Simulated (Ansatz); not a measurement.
# InSe at fixed geometry

One self-consistent run on InSe (a database structure at a slightly changed volume), nothing relaxed, to see whether it is a metal or has a gap, how the charge is shared and how far the cell is from equilibrium.

All numbers below are computed with Ansatz 0.2.0 (DFT, PBE, no spin polarisation, plane waves, PAW).

**1. Geometry**

The structure is monoclinic, space group C2/m (No. 12). The conventional cell has a = 11.735 Å, b = 4.110 Å, c = 4.610 Å, α = 90.00°, β = 110.30°, γ = 90.00°. Se (site symmetry m) is surrounded by 3 In at 2.58 to 2.78 Å. Around In (site symmetry m) lie 3 Se at 2.58 to 2.78 Å and 1 In at 2.74 Å.

Symmetry-reduced, conventional setting; the input below types the cell that was run:

```cif
data_structure
_symmetry_space_group_name_H-M 'C2/m'
_symmetry_Int_Tables_number 12
_cell_length_a 11.7353
_cell_length_b 4.1098
_cell_length_c 4.6098
_cell_angle_alpha 90.000
_cell_angle_beta 110.301
_cell_angle_gamma 90.000
_cell_volume 208.52
loop_
_atom_site_label
_atom_site_type_symbol
_atom_site_symmetry_multiplicity
_atom_site_Wyckoff_symbol
_atom_site_fract_x
_atom_site_fract_y
_atom_site_fract_z
_atom_site_occupancy
Se1 Se 4 i 0.16000 0.50000 0.64200 1
In1 In 4 i 0.38400 0.50000 0.00500 1
```

The run starts from a saved solution of this cell (checkpoint.read), perhaps found on another mesh.

**2. Self-consistent run**

Contents of input.yaml:

```yaml
crystal:
  lattice:
    - [11.019529, 0.0, 0.0]
    - [0.0, 4.109824, 0.0]
    - [0.22519, 0.0, 4.604303]
  atoms:
    - { symbol: Se, position: [0.16, 0.5, 0.482] }
    - { symbol: Se, position: [0.84, 0.5, 0.518] }
    - { symbol: Se, position: [0.34, 0.0, 0.018] }
    - { symbol: Se, position: [0.66, 0.0, 0.982] }
    - { symbol: In, position: [0.384, 0.5, 0.621] }
    - { symbol: In, position: [0.616, 0.5, 0.379] }
    - { symbol: In, position: [0.116, 0.0, 0.879] }
    - { symbol: In, position: [0.884, 0.0, 0.121] }
  symmetry: { tolerance: 0.0003 }
kpoints:
  mp_grid: { grid: [3, 6, 6], shift: [0, 0, 0] }
  band_path:
    path:
      - [0.0, 0.0, 0.0]
      - [0.0, 0.56971528, 0.0]
      - [-1.0, 0.43028472, 0.0]
      - [-1.0, 0.0, 0.0]
      - [0.0, 0.0, 0.0]
      - [-0.5, 0.0, 0.5]
      - [-0.5, 0.49185906, 0.5]
      - [0.5, 0.50814094, 0.5]
      - [0.5, 0.0, 0.5]
      - [0.0, 0.0, 0.0]
      - [0.0, 0.5, 0.5]
    npoints: 6
magnetization:
  spin_polarized: false
scf:
  occupations: { method: fermi_dirac }
  lower_state_search: "off"
  max_iter: 200
hamiltonian:
  pseudopotentials: { kind: paw }
  xc: pbe
basis:
  ecutwfc: 420
  fft_grid_basis: typed
output:
  forces: true
  stress: true
  eigenvalues: true
  bader: true
  populations: true
  elf: true
  write_potential: true
  volumetric_format: npy
  dos:
    e_range: [-12, 8]
    de: 0.05
    projected: { site_lists: { In: [In], Se: [Se] } }
checkpoint:
  read: saved_state
```

Before running it: what results should come out? Wanted: largest force; pressure; gap; least direct gap; Bader charges.

The runs gave:

| quantity | value |
| --- | --- |
| largest force | 0.778 eV/Å on Se |
| pressure | 2.9 GPa |
| formation energy (elements from separate runs) | -0.44 eV/atom |
| gap (mesh and path) | 0.97 eV, indirect |
| least direct gap | 1.39 eV |
| Bader charges | Se -0.77, In +0.77 e |

The levels show a gap of 0.97 eV, with the least direct gap at 1.39 eV; within 0.7 eV of the edges the states project mainly on Se p (76 %) and In p (15 %) below and In s (39 %), Se p (29 %) and In p (22 %) above. Gaps from semilocal functionals tend to lie below the measured ones. With forces up to 0.78 eV/Å (on Se), a relaxation would move the atoms. The pressure of 2.9 GPa says the cell is too small, and unequal principal stresses would change its shape. Against the elements' reference phases (Se trigonal (grey) selenium, In body-centred tetragonal; separate runs with the same functional) the formation energy is -0.44 eV per atom, so it is bound against them, though other compounds may compete.
